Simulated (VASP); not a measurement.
Crystal: Si.

```
CELL_PARAMETERS angstrom
0.00000 2.71785 2.71785
2.71785 0.00000 2.71785
2.71785 2.71785 0.00000
ATOMIC_POSITIONS crystal
Si 0.75000 0.75000 0.75000
Si 0.50000 0.50000 0.50000
```

Base run:

- Program: VASP 6.6.1
- Functional: TB-mBJ
- Potentials or basis: VASP PAW PBE potentials, release 64 (Si)
- Cutoff: 520 eV
- k mesh: 10 × 10 × 10
- Occupations: gaussian, width 0.03 eV
- Spin: no spin polarisation

Its results: band gap on the k mesh 1.27 eV, indirect (least direct gap 3.20 eV).

Task: The run is repeated on the same cell with these changes: functional from TB-mBJ to PBE. What comes out?

Result: Band gap on the k mesh 0.59 eV, indirect (least direct gap 2.56 eV).
